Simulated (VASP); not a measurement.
Take BaF₂ (fluorite), against free atoms with fixed spin and no zero-point term, in VASP with PAW potentials, and its cohesive energy.

Question: One run gives 5.24 eV/atom. Which level is it?
(A) PBEsol
(B) LDA
(C) PBE

Answer: C, PBE.  The others give 5.46 (PBEsol), 5.95 (LDA).

Only levels that ran to the end are used. Left out are those held back, those with too coarse a band path, GW runs whose mesh misses a band edge, hybrids' fits of cells that aren't cubic and levels without matching references; a question may draw on a part of the rest.
